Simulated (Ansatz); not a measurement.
**InGaAs2: the cell at several levels of theory**

Aim: relax an ordered 8-atom cell of InGaAs2 on the zincblende lattice (P-4m2) with PBE and r2SCAN and see how far the functionals disagree on the cell. This is a trial cell built on a prototype, not taken from a measured structure, and it needn't be the compound's ground state.

The runs shown are made with Ansatz 0.2.0. PAW datasets, plane waves, zero pressure. All values are calculated for a non-magnetic cell, which may be hypothetical.

### Step 1. The system as given

This is the cell as the run starts from it, not yet at rest; its lengths are not the crystal's.

Space group P-4m2 (No. 115), tetragonal; conventional cell a = 4.042 Å, c = 11.433 Å, 23.35 Å³ an atom. Ga has 4 As at 2.48 Å; As has 4 Ga at 2.48 Å; As has 2 Ga at 2.48 Å and 2 In at 2.48 Å; In has 4 As at 2.48 Å; As has 4 In at 2.48 Å.

Structure file:

```cif
data_structure
_symmetry_space_group_name_H-M 'P-4m2'
_symmetry_Int_Tables_number 115
_cell_length_a 4.0422
_cell_length_b 4.0422
_cell_length_c 11.4332
_cell_angle_alpha 90.000
_cell_angle_beta 90.000
_cell_angle_gamma 90.000
_cell_volume 186.81
loop_
_atom_site_label
_atom_site_type_symbol
_atom_site_symmetry_multiplicity
_atom_site_Wyckoff_symbol
_atom_site_fract_x
_atom_site_fract_y
_atom_site_fract_z
_atom_site_occupancy
Ga1 Ga 2 g 0.50000 0.00000 0.87500 1
As1 As 1 b 0.50000 0.50000 0.00000 1
As2 As 2 e 0.00000 0.00000 0.25000 1
In1 In 2 g 0.50000 0.00000 0.37500 1
As3 As 1 c 0.50000 0.50000 0.50000 1
```

### Step 2. Relaxation with PBE

The input, input.yaml:

```yaml
crystal:
  lattice:
    - [4.0422296232, 0.0, 0.0]
    - [0.0, 4.0422296232, 0.0]
    - [0.0, 0.0, 11.4331519107]
  atoms:
    - { symbol: Ga, position: [0.5, 0.0, 0.875] }
    - { symbol: As, position: [0.5, 0.5, 0.0] }
    - { symbol: Ga, position: [0.0, 0.5, 0.125] }
    - { symbol: As, position: [0.0, 0.0, 0.25] }
    - { symbol: In, position: [0.5, 0.0, 0.375] }
    - { symbol: As, position: [0.5, 0.5, 0.5] }
    - { symbol: In, position: [0.0, 0.5, 0.625] }
    - { symbol: As, position: [0.0, 0.0, 0.75] }
kpoints:
  mp_grid: { grid: [6, 6, 2] }
hamiltonian:
  xc: pbe
scf:
  occupations: { method: fermi_dirac, width: 0.02 }
relax:
  f_tol: 0.005
  cell: {}
output:
  write_density: true
  write_potential: true
  elf: true
  volumetric_format: npy
```

The run is started by

```sh
ansatz run input.yaml --threads 4 --pin off --max-ram 6451MiB --backend cpu --events-out ev --progress --plain --runs-dir out
```

After this run come: r2SCAN: cell and atoms.

**Question.** What will these runs give? Wanted: for each run, a; c; volume; space group; SCF geometries.

The runs gave:

```
 level  a (Å)   c (Å)  volume (Å³/atom)  space group  SCF geometries
   PBE  4.215  11.979            26.603        P-4m2               6
r2SCAN  4.156  11.821            25.524        P-4m2               5
```

In words: From the start to the first minimum the volume moved by +13.9 %. r2SCAN gives the smallest cell and PBE the largest; they differ by 4.2 % in volume, a mean of 1.4 % in length.
